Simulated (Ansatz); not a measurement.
# SnS2: relaxation

Where does the structure settle? Runs: cell and atoms relaxed (PAW).

Computed with Ansatz 0.2.0 (DFT PBEsol, frozen-core PAW, scalar-relativistic unless said, unless a step's input says otherwise).

5 further runs of the same task are left out: 5 set aside as unsound or not needed.

## (1) The system as given

It takes space group P-3m1 (No. 164, trigonal). Conventional cell: a = 3.639 Å, b = 3.639 Å, c = 5.868 Å, α = 90.00°, β = 90.00°, γ = 120.00°. Sn (site symmetry -3m) is surrounded by 6 S at 2.56 Å. Around S (site symmetry 3m) lie 3 Sn at 2.56 Å.

Structure file:

```xyz
3
Lattice="3.6390 0.0000 0.0000 -1.8195 3.1515 0.0000 0.0000 0.0000 5.8680" Properties=species:S:1:pos:R:3 pbc="T T T"
Sn    0.0000    0.0000    0.0000
S     0.0000    2.1010    1.4670
S     1.8195    1.0505    4.4010
```

Cartesian axes are those of the input's lattice vectors. The structure goes back to a database entry.

## (2) Cell and atoms relaxed, PAW

input.yaml

```yaml
crystal:
  lattice:
    - [3.63900000001, 0.0, 0.0]
    - [-1.81950000001, 3.15146644438, 0.0]
    - [0.0, 0.0, 5.868]
  atoms:
    - { symbol: Sn, position: [0.0, 0.0, 0.0] }
    - { symbol: S, position: [0.333333333333, 0.666666666667, 0.25] }
    - { symbol: S, position: [0.666666666667, 0.333333333333, 0.75] }
kpoints:
  mp_grid: { grid: [10, 10, 6] }
scf:
  occupations: { method: fermi_dirac, width: 0.08 }
hamiltonian:
  xc: pbesol
  pseudopotentials: { kind: paw }
relax:
  f_tol: 0.002
  max_steps: 80
  cell: {}
output:
  forces: true
  stress: true
```

The run is started by

```bash
$ ansatz run input.yaml --threads 2 --pin off --max-ram 6144MiB --backend cpu --events-out ev --progress --plain --runs-dir out
```

The program printed (excerpt; [...] marks lines left out):

```text
[...]
Pseudopotentials: kind: paw
Pseudopotential: Sn, paw, valence charge 14, recommended cutoff 420 eV (normal), Sn.paw.azcp
Pseudopotential: S, paw, valence charge 6, recommended cutoff 420 eV (normal), S.paw.azcp
Functional definition: PBEsol
[...]
Crystal: 3 atoms, lattice volume = 67.295 Å³
Basis set: ecut = 420 eV, 1315 PW (Γ), exchange–correlation on 50×50×80 points (8 copies of the dense FFT grid, shifted against one another)
Bands: 17, of which v1, the nominal top of the filled ones, is band 13 counted from 1 (12 counted from 0)
Symmetry: 12 space group operations
Space group: P-3m1 (ITA 164), of the structure as read, at distance tolerance 4.1e-5 Å
k-points: 72 of 600
[...]
SCF iter   1: F=—  HF=-7720.835819 eV  |F-HF|=—  |Δ(HF+E_count)|=         —  Δρ=4.89e-3  dr2=2.68e-2  ethr=1.77e-3  ⟨swp⟩=6.2  Hψ=7007  notcnv=0
[...]
relax step   1: F+E_penalty+E_count = -7720.82711555 eV  Δ(F+E_penalty+E_count) = +0.000e0 eV  max|allowed force component| = 1.003e-1 eV/Å  Δτ_max = 0.0000 Å  P = +1.165 GPa  Ω = 67.295 Å³  (6 SCF iters, dr2 threshold 1.00e-7 eV, accepted)
[...]
relax step   3: F+E_penalty+E_count = -7720.83174142 eV  Δ(F+E_penalty+E_count) = -1.111e-3 eV  max|allowed force component| = 3.690e-2 eV/Å  Δτ_max = 0.0002 Å  P = -0.121 GPa  Ω = 69.139 Å³  energy of the carried Pulay correction = -5.133e-4 eV  (4 SCF iters, dr2 threshold 3.00e-7 eV, accepted)
[...]
relax step   4: F+E_penalty+E_count = -7720.83216825 eV  Δ(F+E_penalty+E_count) = -4.268e-4 eV  max|allowed force component| = 2.018e-4 eV/Å  Δτ_max = 0.0113 Å  P = +0.076 GPa  Ω = 69.460 Å³  energy of the carried Pulay correction = -6.012e-4 eV  (4 SCF iters, dr2 threshold 8.51e-8 eV, accepted)
[...]
SCF iter   1: F=—  HF=-7720.832223 eV  |F-HF|=—  |Δ(HF+E_count)|=         —  Δρ=3.75e-4  dr2=6.13e-5  ethr=3.52e-7  ⟨swp⟩=3.0  Hψ=8016  notcnv=0
```

## (3) More of the same log: cell and atoms relaxed by PAW

The log, continued (excerpt; [...] marks lines left out):

```text
[...]
SCF iter   2: F=—  HF=-7720.832207 eV  |F-HF|=—  |Δ(HF+E_count)|=   1.61e-5  Δρ=1.95e-4  dr2=1.47e-5  ethr=2.36e-7  ⟨swp⟩=2.0  Hψ=1599  notcnv=0
[...]
relax step   5: F+E_penalty+E_count = -7720.83220771 eV  Δ(F+E_penalty+E_count) = -3.946e-5 eV  max|allowed force component| = 3.730e-3 eV/Å  Δτ_max = 0.0078 Å  P = +0.050 GPa  Ω = 69.829 Å³  energy of the carried Pulay correction = -7.018e-4 eV  (5 SCF iters, dr2 threshold 2.26e-8 eV, accepted)
[...]
relax step   6: F+E_penalty+E_count = -7720.83218278 eV  Δ(F+E_penalty+E_count) = +2.493e-5 eV  max|allowed force component| = 6.407e-4 eV/Å  Δτ_max = 0.0024 Å  P = +0.006 GPa  Ω = 69.977 Å³  energy of the carried Pulay correction = -7.421e-4 eV  (5 SCF iters, dr2 threshold 6.46e-9 eV, accepted)
[...]
  atom   3  S     -0.00000000     0.00000000    -0.00003718
[...]
--- Stress (GPa, compression-positive) ---
        0.004047      -0.000000       0.000000
       -0.000000       0.004047      -0.000000
        0.000000      -0.000000       0.015588
  P = ⅓ Tr σ = 0.0079 GPa (0.079 kbar)
--- Relaxed structure (6 steps of the walk, 6 accepted, 1 SCFs on fresh bases) ---
  F+E_penalty+E_count = -7720.83299779 eV   max|allowed force component| = 3.718e-5 eV/Å   (the final SCF, on the basis selected at the relaxed cell)
  cell:  # Å, volume = 69.9771 Å³
    - [3.651082848627408, 2.896373304638327e-12, 4.233539306745539e-18]
    - [-1.8255414243162125, 3.1619304982315413, -4.233539306741626e-18]
    - [6.8267130123459026e-18, -3.941404595343757e-18, 6.06152213226542]
  atoms:
    - { symbol: Sn, position: [3.97477167214097e-34, -1.400487529788391e-34, 4.927071904046834e-20] }
    - { symbol: S, position: [0.33333333333333337, 0.6666666666666667, 0.24315749188782854] }
    - { symbol: S, position: [0.6666666666666669, 0.3333333333333333, 0.7568425081121718] }
```

Wall time 6.6 s (2 threads of Intel Xeon 6975P-C (Granite Rapids), shared host); peak memory 0.43 GiB.

Step by step:

```tsv
step	energy from step 1 (eV/cell)	largest force component (eV/Å)	pressure (GPa)	volume (Å³)
1	0.0000	0.1003	1.17	67.30
2	-0.0035	0.0163	-0.35	69.29
3	-0.0046	0.0369	-0.12	69.14
4	-0.0051	0.0002	0.08	69.46
5	-0.0051	0.0037	0.05	69.83
6	-0.0051	0.0006	0.01	69.98
7	-0.0059	0.0000	0.01	69.98
```

Step 1 is the start. Step 7 repeats the geometry before on a plane-wave basis chosen anew for that cell, so the energy can jump there without any move; the table keeps such jumps.

| input's cell | before | after | change |
| --- | --- | --- | --- |
| a (Å) | 3.639 | 3.651 | +0.3 % |
| b (Å) | 3.639 | 3.651 | +0.3 % |
| c (Å) | 5.868 | 6.062 | +3.3 % |
| volume (Å³/atom) | 22.43 | 23.33 | +4.0 % |

The largest move, 0.04 Å, apart from the change of the cell, is shared by several atoms, S3 among them.

## (4) Results

| quantity | value |
| --- | --- |
| cell | a = 3.651 Å, b = 3.651 Å, c = 6.062 Å, α = 90.00°, β = 90.00°, γ = 120.00° |
| volume | 23.326 Å³/atom |

What this shows: The volume changes by +4.0 %. Cautions: frozen-core PAW files fitted under PBE, their cores solved anew for the functional of the run; no dispersion correction, so the spacing and stiffness between layers or molecules are poor; the listed cell is idealised, measured hot or off later refinements.
